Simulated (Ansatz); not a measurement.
**AgCl: vibrational free energy, entropy and heat capacity**

All numbers below come from Ansatz, DFT PBE, scalar-relativistic, plane waves, PAW. Cutoff 420 eV, 8×8×8 k-points (Γ-centred), fixed occupations. No spin polarisation. Phonons by linear response, acoustic sum rule imposed.

The cell, relaxed at this level:
```xyz
2
Lattice="0.0000 2.8060 2.8060 2.8060 0.0000 2.8060 2.8060 2.8060 0.0000" Properties=species:S:1:pos:R:3 pbc="T T T"
Ag    0.0000    0.0000    0.0000
Cl    2.8060    2.8060    2.8060
```

The cell has the rock salt type, in a space group that the Crystallography Open Database lists for this formula; it was reached from a generator's guess.

Force constants from linear response on a 4×4×4 q mesh, interpolated to a fine mesh.

Phonon density of states, in bins of 5 cm⁻¹:
bin centre (cm⁻¹), share of modes (%) and a bar:
```
      2.5        0.0
      7.5        0.1
     12.5        0.3 #
     17.5        0.8 ###
     22.5        2.1 #########
     27.5        4.0 #################
     32.5        5.5 #######################
     37.5        7.2 ##############################
     42.5        5.2 ######################
     47.5        6.9 #############################
     52.5        3.7 ###############
     57.5        3.1 #############
     62.5        3.2 #############
     67.5        4.5 ###################
     72.5        4.8 ####################
     77.5        2.2 #########
     82.5        4.9 ####################
     87.5        2.6 ###########
     92.5        2.7 ###########
     97.5        2.2 #########
    102.5        2.1 #########
    107.5        2.1 #########
    112.5        2.1 #########
    117.5        2.1 #########
    122.5        2.0 ########
    127.5        1.9 ########
    132.5        1.7 #######
    137.5        1.5 ######
    142.5        1.2 #####
    147.5        0.5 ##
    152.5        0.7 ###
    157.5        3.1 #############
    162.5        6.7 ############################
    167.5        3.1 #############
    172.5        2.2 #########
    177.5        0.8 ###
```

Question: How much zero-point energy does an atom carry?

Answer: 15.8 meV.

Question: How large are the vibrational entropy and heat capacity at 300 K?

Answer: S = 6.22 k_B and C_V = 2.95 k_B per atom, 98 % of the Dulong–Petit value.

Question: Tabulate them against temperature.

Answer:
```
T (K)  F_vib (meV/atom)  S (k_B/atom)  C_V (k_B/atom)
  100               2.9          3.12            2.59
  200             -33.0          5.03            2.88
  300             -81.8          6.22            2.95
  400            -139.2          7.07            2.97
  500            -203.1          7.73            2.98
  600            -272.2          8.28            2.99
  700            -345.6          8.74            2.99
  800            -422.6          9.14            2.99
  900            -502.9          9.49            2.99
 1000            -586.1          9.81            2.99
```
